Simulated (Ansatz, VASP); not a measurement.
# Two plane-wave programs on MgO (Periclase)

```
CELL_PARAMETERS angstrom
0.00000 2.14340 2.14340
2.14340 0.00000 2.14340
2.14340 2.14340 0.00000
ATOMIC_POSITIONS crystal
Mg 0.00000 0.00000 0.00000
O 0.50000 0.50000 0.50000
```

Alike in both runs: task single point; functional r2SCAN; k mesh 10 × 10 × 10; occupations gaussian, width 0.02 eV; no spin polarisation.

|  | VASP | Ansatz |
| --- | --- | --- |
| version | VASP 6.6.1 | Ansatz 0.2.0 |
| potentials or method | VASP PAW PBE potentials, release 64 (Mg, O) | scalar-relativistic, plane waves, PAW |
| plane-wave cutoff (eV) | 520 | 500 |
| valence electrons in the cell | 8 | 16 |

|  | VASP | Ansatz | Ansatz less VASP |
| --- | --- | --- | --- |
| gap on the k mesh at the Fermi level (eV) | 5.09 | 5.11 | +0.025 |
| least direct gap on the mesh (eV) | 5.09 | 5.11 | +0.025 |
| pressure (GPa) | -9.7 | -8.6 | +1.10 |

The two sets of potentials don't hold the same shells in valence.

Caveats: the PAW data sets were made with another functional, which shifts forces and pressure a little (VASP). r2SCAN opens gaps a little over a GGA but as a rule still falls short of measured ones.
